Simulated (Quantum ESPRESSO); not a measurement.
# AlNi under changes of volume

One of the cells (11.736 Å³/atom); the others are scaled copies at fixed shape and fractional positions:

```
Ni Al
1.0
     1.93869   -1.95319    0.00000
     1.93869    1.95319    0.00000
     0.00000    0.00000    3.09943
Ni Al
1 1
Direct
  0.50000 0.50000 0.50000
  0.00000 0.00000 0.00000
```

The cell comes from a database or a generator and needn't be the stable form of this composition.

```yaml
Program: Quantum ESPRESSO 7.5
Functional: LDA
Potentials_or_basis: GBRV 1.5 LDA
Cutoff: 612 eV
Density_cutoff: 4898 eV
k_mesh: 10 × 10 × 9
Occupations: fermi-dirac, width 0.05 eV
Spin: collinear spin, ferromagnetic start
Starting_moments: "[1.0, 0.0] μB"
```

```tsv
volume (Å³/atom)	energy over the lowest point (meV/atom)	pressure (GPa)
11.032	?	?
11.267	1.01	2.5
11.502	0.00	-1.3
11.736	4.34	-4.8
11.971	13.51	-7.9
12.206	27.00	-10.7
12.441	44.30	-13.2
```

What does the run at 11.032 Å³/atom give?

Energy over the lowest point 8.02 meV/atom; pressure 6.8 GPa.

Worked out: A Birch-Murnaghan fit of order 3 (a polynomial in V^(-2/3)) to the other rows has its minimum at 11.43 Å³/atom with B0 = V·E''(V) = 185 GPa and B' = 4.5 at fixed shape and positions, which overstates the stiffness. It gives 8.08 meV/atom at 11.032 Å³/atom, against the run's 8.02, and -dE/dV = 7.0 GPa, against 6.8.

Energies are extrapolated to zero smearing.
